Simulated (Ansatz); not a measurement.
A run of Ansatz 0.2.0:

run.py

```python
import json

import ase.io
import numpy as np
import spglib

import ansatz as az

atoms = ase.io.read("PbS.cif")
cell, frac, numbers = spglib.find_primitive((atoms.cell[:], atoms.get_scaled_positions(), atoms.numbers), symprec=1e-5)
atoms = ase.Atoms(numbers, cell=cell, scaled_positions=frac, pbc=True)

calculation = (
    az.Crystal.from_ase(atoms)
    .calculation()
    .kpoints(8, 8, 8)
    .functional("lda", dispersion="d3bjatm")
    .pseudopotentials(kind="nc_fr", accuracy="standard", xc_functional="pbe")
    .spin("noncollinear", soc=True)
    .occupations(method="fermi_dirac", width=0.05)
    .density()
    .potential()
    .output_files(volumetric_format="npy")
    .electron_localization_function()
    .xc_energy_on_converged_density(("pbe", "pbesol", "rpbe", "revpbe", "blyp"))
    .forces()
    .stress()
    .band_table(publish=True)
)
outcome = calculation.run(threads=2, events_out="events.jsonl")

report = outcome.report
for line in open("events.jsonl"):
    event = json.loads(line)
    if event["event"] == "scf_iter":
        d = event["data"]
        print(f"SCF {d['iter']:3d}  HF = {d['harris_foulkes_ev']:.6f} eV  dr2 = {d['dr2_ev']:.2e} eV")
    elif event["event"] in ("relax_step", "md_step"):
        d = event["data"]
        print(f"{event['event']} {d['step']:3d}  E = {d['lagrangian_ev']:.6f} eV")
np.set_printoptions(precision=5, suppress=True, linewidth=110)
print("converged:", report["converged"], "after", report["n_iterations"], "iterations")
print(f"free energy {report['free_energy_ev']:.6f} eV, Fermi level {report['fermi_energy_ev']:.4f} eV")
for key in ("band_edges_ev", "magnetization_mub", "site_moments_mub", "site_moments_nc_mub", "forces_ev_ang",
                "stress_gpa", "kpoints_frac", "eigenvalues_ev"):
    if report.get(key) is not None:
        print(key, np.array(report[key]), sep="\n")
```

Contents of PbS.cif:

```cif
data_PbS
_cell_length_a 5.93150000
_cell_length_b 5.93150000
_cell_length_c 5.93150000
_cell_angle_alpha 90.00000000
_cell_angle_beta 90.00000000
_cell_angle_gamma 90.00000000
_space_group_name_H-M_alt 'Fm-3m'
_space_group_name_Hall '-F 4 2 3'
_space_group_IT_number 225
loop_
_space_group_symop_operation_xyz
'x,y,z'
'-x,-y,-z'
'-y,x,z'
'y,-x,-z'
'-x,-y,z'
'x,y,-z'
'y,-x,z'
'-y,x,-z'
'x,-y,-z'
'-x,y,z'
'-y,-x,-z'
'y,x,z'
'-x,y,-z'
'x,-y,z'
'y,x,-z'
'-y,-x,z'
'z,x,y'
'-z,-x,-y'
'z,-y,x'
'-z,y,-x'
'z,-x,-y'
'-z,x,y'
'z,y,-x'
'-z,-y,x'
'-z,x,-y'
'z,-x,y'
'-z,-y,-x'
'z,y,x'
'-z,-x,y'
'z,x,-y'
'-z,y,x'
'z,-y,-x'
'y,z,x'
'-y,-z,-x'
'x,z,-y'
'-x,-z,y'
'-y,z,-x'
'y,-z,x'
'-x,z,y'
'x,-z,-y'
'-y,-z,x'
'y,z,-x'
'-x,-z,-y'
'x,z,y'
'y,-z,-x'
'-y,z,x'
'x,-z,y'
'-x,z,-y'
'x,y+1/2,z+1/2'
'-x,-y+1/2,-z+1/2'
'-y,x+1/2,z+1/2'
'y,-x+1/2,-z+1/2'
'-x,-y+1/2,z+1/2'
'x,y+1/2,-z+1/2'
'y,-x+1/2,z+1/2'
'-y,x+1/2,-z+1/2'
'x,-y+1/2,-z+1/2'
'-x,y+1/2,z+1/2'
'-y,-x+1/2,-z+1/2'
'y,x+1/2,z+1/2'
'-x,y+1/2,-z+1/2'
[... 41 lines left out ...]
'y+1/2,-x,z+1/2'
'-y+1/2,x,-z+1/2'
'x+1/2,-y,-z+1/2'
'-x+1/2,y,z+1/2'
'-y+1/2,-x,-z+1/2'
'y+1/2,x,z+1/2'
'-x+1/2,y,-z+1/2'
'x+1/2,-y,z+1/2'
'y+1/2,x,-z+1/2'
'-y+1/2,-x,z+1/2'
'z+1/2,x,y+1/2'
'-z+1/2,-x,-y+1/2'
'z+1/2,-y,x+1/2'
'-z+1/2,y,-x+1/2'
'z+1/2,-x,-y+1/2'
'-z+1/2,x,y+1/2'
'z+1/2,y,-x+1/2'
'-z+1/2,-y,x+1/2'
'-z+1/2,x,-y+1/2'
'z+1/2,-x,y+1/2'
'-z+1/2,-y,-x+1/2'
'z+1/2,y,x+1/2'
'-z+1/2,-x,y+1/2'
'z+1/2,x,-y+1/2'
'-z+1/2,y,x+1/2'
'z+1/2,-y,-x+1/2'
'y+1/2,z,x+1/2'
'-y+1/2,-z,-x+1/2'
'x+1/2,z,-y+1/2'
'-x+1/2,-z,y+1/2'
'-y+1/2,z,-x+1/2'
'y+1/2,-z,x+1/2'
'-x+1/2,z,y+1/2'
'x+1/2,-z,-y+1/2'
'-y+1/2,-z,x+1/2'
'y+1/2,z,-x+1/2'
'-x+1/2,-z,-y+1/2'
'x+1/2,z,y+1/2'
'y+1/2,-z,-x+1/2'
'-y+1/2,z,x+1/2'
'x+1/2,-z,y+1/2'
'-x+1/2,z,-y+1/2'
'x+1/2,y+1/2,z'
'-x+1/2,-y+1/2,-z'
'-y+1/2,x+1/2,z'
'y+1/2,-x+1/2,-z'
'-x+1/2,-y+1/2,z'
'x+1/2,y+1/2,-z'
'y+1/2,-x+1/2,z'
'-y+1/2,x+1/2,-z'
'x+1/2,-y+1/2,-z'
'-x+1/2,y+1/2,z'
'-y+1/2,-x+1/2,-z'
'y+1/2,x+1/2,z'
'-x+1/2,y+1/2,-z'
'x+1/2,-y+1/2,z'
'y+1/2,x+1/2,-z'
'-y+1/2,-x+1/2,z'
'z+1/2,x+1/2,y'
'-z+1/2,-x+1/2,-y'
'z+1/2,-y+1/2,x'
'-z+1/2,y+1/2,-x'
'z+1/2,-x+1/2,-y'
'-z+1/2,x+1/2,y'
'z+1/2,y+1/2,-x'
'-z+1/2,-y+1/2,x'
'-z+1/2,x+1/2,-y'
'z+1/2,-x+1/2,y'
'-z+1/2,-y+1/2,-x'
'z+1/2,y+1/2,x'
'-z+1/2,-x+1/2,y'
'z+1/2,x+1/2,-y'
'-z+1/2,y+1/2,x'
'z+1/2,-y+1/2,-x'
'y+1/2,z+1/2,x'
'-y+1/2,-z+1/2,-x'
'x+1/2,z+1/2,-y'
'-x+1/2,-z+1/2,y'
'-y+1/2,z+1/2,-x'
'y+1/2,-z+1/2,x'
'-x+1/2,z+1/2,y'
'x+1/2,-z+1/2,-y'
'-y+1/2,-z+1/2,x'
'y+1/2,z+1/2,-x'
'-x+1/2,-z+1/2,-y'
'x+1/2,z+1/2,y'
'y+1/2,-z+1/2,-x'
'-y+1/2,z+1/2,x'
'x+1/2,-z+1/2,y'
'-x+1/2,z+1/2,-y'
loop_
_atom_site_label
_atom_site_type_symbol
_atom_site_symmetry_multiplicity
_atom_site_Wyckoff_symbol
_atom_site_fract_x
_atom_site_fract_y
_atom_site_fract_z
_atom_site_occupancy
Pb1 Pb 4 a 0.0000000000 0.0000000000 0.0000000000 1
S1 S 4 b 0.5000000000 0.0000000000 0.0000000000 1
```

Potentials or basis: PseudoDojo standard.

Run with:

```bash
$ python run.py
```

Hardware: 2 threads of Arm Neoverse V1 (shared host).

**Question.** How long does it take, and how much memory?

**Answer.** Run time: 11 s on 2 threads of Arm Neoverse V1, with other jobs on the host, peak memory 0.63 GiB. Counts: scf iterations 7, plane waves 2445, k points 29, bands 28, engine runs 1.
